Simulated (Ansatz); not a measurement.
Crystal: MoS2.

```
Mo S
1.0
     3.22746    0.00000    0.00000
    -1.61373    2.79507    0.00000
     0.00000    0.00000    6.31247
Mo S
1 2
Direct
  0.00000 0.00000 0.50000
  0.66667 0.33333 0.74468
  0.33333 0.66667 0.25532
```

Measurements of this composition are mostly on another form, of space group No. 194.

* Program: Ansatz 0.2.0
* Task: relaxation of cell and atoms
* Functional: rPW86-PBE
* Potentials or basis: Ansatz PAW
* Cutoff: 420 eV (not typed: the program's choice for these potentials)
* k mesh: 9 × 9 × 4
* Occupations: fermi-dirac, width 0.05 eV
* Spin: no spin polarisation

At the start: volume 18.98 Å³/atom.

Task: Where does the relaxation end?

Result: It ends after 7 steps and the volume is 20.41 Å³/atom (+7.5 %); space group P-3m1 (No. 164, to 0.05 Å).

Step by step:
| step | energy change (eV) | largest force (eV/Å) | volume (Å³) |
| --- | --- | --- | --- |
| 1 | 0.0000 | 0.7254 | 56.94 |
| 2 | -0.0543 | 0.0836 | 61.09 |
| 3 | -0.0585 | 0.0219 | 60.38 |
| 4 | -0.0590 | 0.0082 | 60.58 |
| 5 | -0.0592 | 0.0145 | 60.98 |
| 6 | -0.0592 | 0.0005 | 61.23 |
| 7 | -0.0601 | 0.0005 | 61.23 |

Final structure:
```
Mo S
1.0
     3.28348    0.00000    0.00000
    -1.64174    2.84358    0.00000
     0.00000    0.00000    6.55789
Mo S
1 2
Direct
  0.00000 0.00000 0.50000
  0.66667 0.33333 0.73924
  0.33333 0.66667 0.26076
```

Caveat: the plane-wave basis is chosen anew once the cell has moved, so the energies of steps on either side of that aren't comparable; the PAW data sets come from PBE, with cores solved anew for the run's functional, which leaves a small shift of forces and pressure.
